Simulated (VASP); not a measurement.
# Cd₇S₈: nudged elastic band

Cd₇S₈, defect, 15 atoms in the cell. PBE, nudged elastic band; PAW potentials Cd, S (PBE set).

Path: a Cd atom hops into a neighbouring Cd vacancy; Moving images: 1; Charge of the cell: -2.

## Input

INCAR.step1:
```
ALGO = Normal ; EDIFF = 1E-6
EDIFFG = -0.02 ; ENCUT = 300
IBRION = 2 ; ISIF = 2
ISMEAR = 0 ; ISYM = 0
KPAR = 8 ; LASPH = T
LCHARG = F ; LREAL = F
LWAVE = F ; NELECT = 134.0
NELM = 100 ; NSW = 100
POTIM = 0.5 ; PREC = Normal
SIGMA = 0.05
```

INCAR.step3, as INCAR.step1 but for:
```
- EDIFFG = -0.02
- IBRION = 2
- ISIF = 2
- POTIM = 0.5
+ EDIFFG = -0.05
+ IBRION = 1
+ IMAGES = 1
+ POTIM = 0.3
+ SPRING = -5
```

KPOINTS:
```
k-points
0
Gamma
  4 4 4
```

00/POSCAR:
```
Cd7S8
1.0
   -6.2250000000      3.5940054257      6.7370000000
    6.2250000000     -3.5940054257      6.7370000000
    2.0750000000      3.5940054257     -6.7370000000
Cd S
7 8
Direct
    0.9012711108      0.0848746703      0.5000016526
    0.9013748238      0.5597771389      0.9769125836
    0.4245033315      0.0829253537      0.0231756545
    0.3377030609      0.1721316708      0.4999423112
    0.8265658383      0.6726140419      0.4999587311
    0.8337202689      0.1595769754      0.9812552109
    0.3525088240      0.6783907232      0.0187788490
    0.5946456210      0.7628354452      0.4999817236
    0.1019104723      0.2709074935      0.5000274192
    0.1036708180      0.7685935739      0.9979291010
    0.6057198644      0.2706339720      0.0020089131
    0.5149614411      0.3680700876      0.5000263755
    0.0235898052      0.8572316303      0.5000197091
    0.0459877056      0.3694401751      0.0307847655
    0.5152003481      0.8386637156      0.9691970001
```

01/POSCAR:
```
Cd7S8
1.0
   -6.2250000000      3.5940054257      6.7370000000
    6.2250000000     -3.5940054257      6.7370000000
    2.0750000000      3.5940054257     -6.7370000000
Cd S
7 8
Direct
    0.9089788556      0.0711202062      0.5014544935
    0.9175765684      0.5676064724      0.9986808612
    0.4189738400      0.0689750307      0.0013853321
    0.3482186528      0.3623236757      0.4965864544
    0.8302560575      0.6497879295      0.5018503735
    0.8200319897      0.1494588495      0.9927438184
    0.3273795018      0.6566660422      0.0071441937
    0.5971424713      0.7527160842      0.5000040658
    0.0868419078      0.2464264368      0.5000650932
    0.1096270469      0.7716493959      1.0169272064
    0.5928053193      0.2549160424     -0.0167047904
    0.5654016490      0.3352581973      0.5002471756
    0.0190833414      0.8404093127      0.4996760967
    0.0238404491      0.3481366046      0.0067496920
    0.5171756832      0.8412163873      0.9931899341
```

02/POSCAR:
```
Cd7S8
1.0
   -6.2250000000      3.5940054257      6.7370000000
    6.2250000000     -3.5940054257      6.7370000000
    2.0750000000      3.5940054257     -6.7370000000
Cd S
7 8
Direct
    0.9165773154      0.0599255132      0.4999411949
    0.9040177301      0.5559428931      0.9812567479
    0.4228367316      0.0747313411      0.0187802802
    0.4170586178      0.5487895547      0.4999578125
    0.8293200409      0.6234918102      0.5000023861
    0.8273701931      0.1467266394      1.0231755506
    0.3042215787      0.6235967679     -0.0230868708
    0.6016771351      0.7458124595      0.5000202978
    0.1125151790      0.2371835425      0.5000252344
    0.1138836177      0.7682076616      1.0307839600
    0.5831076163      0.2374221025     -0.0308043918
    0.5072783421      0.3168678087      0.4999805004
    0.0153534550      0.8241341514      0.5000307428
    0.0150775093      0.3279417316      0.0020071724
    0.5130382717      0.8258926899      0.9979293825
```

POSCAR.step1:
```
Cd7S8
1.0
   -6.2250000000      3.5940054257      6.7370000000
    6.2250000000     -3.5940054257      6.7370000000
    2.0750000000      3.5940054257     -6.7370000000
Cd S
7 8
Direct
    0.9166666667      0.0833333334      0.5000000000
    0.9166666667      0.5833333334      0.0000000000
    0.4166666667      0.0833333334      0.0000000000
    0.3333333334      0.1666666667      0.5000000000
    0.8333333334      0.6666666667      0.5000000000
    0.8333333334      0.1666666667      0.0000000000
    0.3333333334      0.6666666667      0.0000000000
    0.6041666666      0.7708333334      0.5000000000
    0.1041666667      0.2708333334      0.5000000000
    0.1041666667      0.7708333334      0.0000000000
    0.6041666666      0.2708333334      0.0000000000
    0.5208333334      0.3541666667      0.5000000000
    0.0208333334      0.8541666667      0.5000000000
    0.0208333334      0.3541666667      0.0000000000
    0.5208333334      0.8541666667      0.0000000000
```

POSCAR.step2:
```
Cd7S8
1.0
   -6.2250000000      3.5940054257      6.7370000000
    6.2250000000     -3.5940054257      6.7370000000
    2.0750000000      3.5940054257     -6.7370000000
Cd S
7 8
Direct
    0.9166666667      0.0833333334      0.5000000000
    0.9166666667      0.5833333334      0.0000000000
    0.4166666667      0.0833333334      0.0000000000
    0.4166666666      0.5833333334      0.5000000000
    0.8333333334      0.6666666667      0.5000000000
    0.8333333334      0.1666666667      0.0000000000
    0.3333333334      0.6666666667      0.0000000000
    0.6041666666      0.7708333334      0.5000000000
    0.1041666667      0.2708333334      0.5000000000
    0.1041666667      0.7708333334      0.0000000000
    0.6041666666      0.2708333334      0.0000000000
    0.5208333334      0.3541666667      0.5000000000
    0.0208333334      0.8541666667      0.5000000000
    0.0208333334      0.3541666667      0.0000000000
    0.5208333334      0.8541666667      0.0000000000
```

Commands (each step's output is kept before the next begins):
```
cat potpaw_PBE.64/Cd/POTCAR potpaw_PBE.64/S/POTCAR > POTCAR
cp INCAR.step1 INCAR
cp POSCAR.step1 POSCAR
mpirun -np 8 vasp_std > vasp.out
cp POSCAR.step2 POSCAR
mpirun -np 8 vasp_std > vasp.out
# 00 and 02 hold the relaxed ends; the images between are interpolated (pair-distance (IDPP))
cp INCAR.step3 INCAR
mpirun -np 8 vasp_std > vasp.out
```

## Result

- Barrier (eV): 0.835
- Barrier of the reverse step (eV): 0.835
- Energy of the second end over the first (eV): 0.000
- Top of the path (share of its length): 0.45
- Length of the path (Å): 4.72
- Steps of the band: 25
- Ionic steps, all stages: 45
- Electronic steps, all stages: 367

Energy along the relaxed band:

| Image | Distance along the path (Å) | Energy above the first end (eV) | Slope along the path (eV/Å) | Largest force across the path (eV/Å) |
|---|---|---|---|---|
| 0 | 0.000 | 0.000 | relaxed end |  |
| 1 | 2.361 | 0.799 | -0.307 | 0.050 |
| 2 | 4.722 | 0.000 | relaxed end |  |

The cell is CdS (16 atoms) with one Cd atom missing.

No image sits on the top: the highest one reads 0.799 eV, and the cubic through energies and slopes puts the barrier at 0.835 eV.

The two ends have the same energy within 0.01 eV.

Limits: the cell holds 15 atoms, so the vacancy or interstitial meets its own images and the barrier isn't that of a lone defect; the cell is charged against a uniform background; the barrier compares two equally charged cells; a single image in the middle can't show two humps with a dip between them, and says nothing of the springs.

VASP 6.6.1 took 1232 s on 8 cores (AMD EPYC 9R45 (Zen 5)), a shared host.
